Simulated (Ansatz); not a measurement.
Cr:

```xyz
2
Lattice="2.7140 0.0000 0.0000 -1.3570 2.3504 0.0000 0.0000 0.0000 4.4100" Properties=species:S:1:pos:R:3 pbc="T T T"
Cr    1.3570    0.7835    3.3075
Cr    0.0000    1.5669    1.1025
```

This isn't the form of Cr at room conditions, which is bcc.

A run of Ansatz 0.2.0 on this cell left the log below. Logs are shortened: lines on timing, memory, paths and dates and some standing lists are left out, and cuts for length are marked.

```text
Warning: RAYON_NUM_THREADS=2 ignored (pool sized by the plan → 2); use --threads N
Engine: ansatz 0.2.0, x86_64-unknown-linux-gnu
Pseudopotentials: kind: paw
Pseudopotential: Cr, paw, valence charge 14, recommended cutoff 420 eV (normal), Cr.paw.azcp
Functional definition: PBE
  parameter kappa = 0.804
  parameter beta = 0.06672455060314922
  exchange = pbe_x(kappa = kappa, mu = beta*pi^2/3)
  correlation = pbe_c(beta = beta)
Crystal: 2 atoms, lattice volume = 28.131 Å³
Basis set: ecut = 420 eV, 549 PW (Γ), exchange–correlation on 40×40×60 points (8 copies of the dense FFT grid, shifted against one another)
Bands: 21, of which v1, the nominal top of the filled ones, is band 14 counted from 1 (13 counted from 0)
Symmetry: 24 space group operations
Space group: P63/mmc (ITA 194), of the structure as read, at distance tolerance 3.0e-5 Å
Magnetic group: BNS 194.263 (UNI 1493), of the structure as read, at distance tolerance 3.0e-5 Å
k-points: 64 of 726
Non-local potential: Cr, projectors of the file, l = 0: 3, l = 1: 2, l = 2: 3, l = 3: 1
PAW form: soft (Blöchl's): semilocal exchange-correlation on the pseudo side does not see the compensation charge
PAW one-centre angular grid: Cr, 590 points (default); XC on 64 Gauss nodes
Initial density: superposition of atomic densities (chi_scale 0.1, normalization cell)
Starting moments: Σ|m| = 6 μB on 2 of 2 sites
Initial wavefunctions: pseudopotential atomic-orbital guess
Functional: x = pbe(κ = 0.804, μ = 0.2195149727645171), c = pbe(β = 0.06672455060314922)
SCF iter   1: F=—  HF=-6758.193056 eV  |F-HF|=—  |Δ(HF+E_count)|=         —  Δρ=2.44e-1 (↑2.44e-1 ↓7.87e-2)  dr2=1.04e1  dr2_m=5.79e0  M=2.051 μB ∫|m|=2.051 μB  β_m=0.30  ethr=3.10e-3  ⟨swp⟩=3.3  Hψ=9455  notcnv=0
Mixer restart at iter 1: flushing history
preconditioner: auto → none  [metal: Δε(μ)=0.012 eV  Ē_g=5.594 eV  σ=0.013 eV  W_gap=0.44  n_scr=8 (ndim 8)  ℏωp=24.3 eV  f_vac=0.000  D(μ)=2.24/eV (n_scr^D=22)  sad-step TF]
SCF iter   2: F=—  HF=-6755.279324 eV  |F-HF|=—  |Δ(HF+E_count)|=    2.91e0  Δρ=1.37e-1 (↑1.37e-1 ↓5.75e-2)  dr2=3.04e0  dr2_m=2.15e0  M=2.290 μB ∫|m|=2.290 μB  β_m=0.49  ethr=3.10e-3  ⟨swp⟩=2.0  Hψ=5986  notcnv=0  defer=156
SCF iter   3: F=—  HF=-6754.161722 eV  |F-HF|=—  |Δ(HF+E_count)|=    1.12e0  Δρ=2.93e-2 (↑2.93e-2 ↓2.26e-2)  dr2=1.07e-1  dr2_m=1.47e-1  M=2.244 μB ∫|m|=2.245 μB  β_m=0.66  ethr=3.10e-3  ⟨swp⟩=2.7  Hψ=5162  notcnv=0  defer=154
SCF iter   4: F=—  HF=-6754.129143 eV  |F-HF|=—  |Δ(HF+E_count)|=   3.26e-2  Δρ=3.09e-3 (↑2.30e-3 ↓3.09e-3)  dr2=5.76e-3  dr2_m=4.55e-4  M=2.059 μB ∫|m|=2.061 μB  β_m=0.83  ethr=3.82e-4  ⟨swp⟩=2.1  Hψ=5145  notcnv=0  defer=155
[... 26 lines left out ...]
Spin contamination: 0.0047 ħ² per cell (⟨S²⟩ above its minimum at these occupations)
Per-site moments (μB) at R_I (Å): [(0.8035011105607799, 1.1158327308725133), (0.8035011105607801, 1.1158327308725133)]
Free energy (F): -6754.143857 eV
Harris-Foulkes:  -6754.143857 eV  (|F-HF|=5.00e-11)
Internal energy: -6754.143560 eV  (E = F + TS)
E sigma→0 (E₀):  -6754.143708 eV
Entropy (-TS):   -0.000297 eV (-0.148 meV/atom)
Fermi energy:    15.268863 eV
--- Per-component energies (eV) ---
  E_band       = -392.811923
  E_kinetic    = 678.694088
  E_local      = -2696.327107  (includes V_loc(G=0)·N_el)
  E_nonlocal   = 157.190361
  E_hartree    = 1148.730330
  E_xc         = -276.584928
  E_vxc        = -352.560407  (∫ρ·V_xc dr)
  E_paw        = -2389.025123  (= ΣΔE_a)
  E_vpaw       = -477.270829  (= ΣTr[D̂ρ^β])
  E_aug_tail   = 0.000784  (compensation charges beyond the density's cutoff)
  E_ewald      = -3376.821965
  E_smearing   = -0.000297  (= −TS)
  E_closure    = 0.000000  (closes the sum)
  Σ components = -6754.143857   (vs F -6754.143857, Δ=0.00e0)
--- Forces (eV/Å), atoms counted from 1 ---
  atom   1  Cr     0.00000000     0.00000000     0.00000000
  atom   2  Cr     0.00000000    -0.00000000     0.00000000
  max |Σ_I F_I| component: 0.00e0 eV/Å
--- Stress (GPa, compression-positive) ---
      -26.881496      -0.000000       0.000000
        0.000000     -26.881496       0.000000
        0.000000       0.000000     -22.942411
  P = ⅓ Tr σ = -25.5685 GPa (-255.685 kbar)
--- Band table (eV; the first three rows and the last of 128) ---
  k-point 0 ↑: bands = ["-56.6648", "-56.5767", "-28.1331", "-27.8048", "-27.8048", "-27.7383", "-27.7383", "-27.6448", "8.0832", "11.6716", "14.5871", "14.5871", "14.6406", "14.9556", "14.9556", "15.4275", "15.4275", "15.6420", "16.6699", "16.6699", "22.5353"]
  k-point 1 ↑: bands = ["-56.6590", "-56.5827", "-28.1011", "-27.8003", "-27.8003", "-27.7428", "-27.7428", "-27.6783", "8.3272", "11.5614", "14.5250", "14.5250", "14.5511", "14.8729", "14.8729", "15.0660", "15.6035", "15.6035", "16.6537", "16.6537", "23.6196"]
  k-point 2 ↑: bands = ["-56.6429", "-56.5989", "-28.0133", "-27.7882", "-27.7882", "-27.7692", "-27.7550", "-27.7550", "9.0238", "11.0389", "14.2997", "14.3316", "14.4719", "14.4719", "14.6917", "14.6917", "15.9653", "15.9653", "16.5562", "16.5562", "26.0598"]
  k-point 63 ↓: bands = ["-55.7305", "-55.7305", "-27.2922", "-27.2922", "-27.1636", "-27.1636", "-26.9794", "-26.9794", "13.3725", "13.3725", "14.0385", "14.0385", "14.5459", "14.5459", "16.1792", "16.1792", "17.5014", "17.5014", "21.4835", "21.4835", "23.8299"]
```

Task: Write the input and the command behind it.

Result: Single point with PBE, collinear spin, ferromagnetic start. The files as run (others can give the same):

input.yaml
```yaml
crystal:
  lattice:
    - [2.714, 0.0, 0.0]
    - [-1.357, 2.3503929459, 0.0]
    - [0.0, 0.0, 4.41]
  atoms:
    - { symbol: Cr, position: [0.6666666667, 0.3333333333, 0.75], spin: 3.0 }
    - { symbol: Cr, position: [0.3333333333, 0.6666666667, 0.25], spin: 3.0 }
hamiltonian:
  xc: pbe
  pseudopotentials: { kind: paw }
magnetization:
  spin_polarized: true
kpoints:
  mp_grid: { grid: [11, 11, 6] }
scf:
  occupations: { method: gaussian, width: 0.013 }
output:
  forces: true
  stress: true
  eigenvalues: true
  write_density: true
  write_potential: true
  elf: true
  volumetric_format: npy
```

Potentials or basis: Ansatz PAW.
Launch:
```console
$ ansatz run input.yaml --threads 2 --pin off --max-ram 5632MiB --backend cpu --events-out ev --progress --plain --runs-dir out
```

Caveat: so large a pressure means that the cell lies far from this level's equilibrium, or that cutoff or potentials fall short.
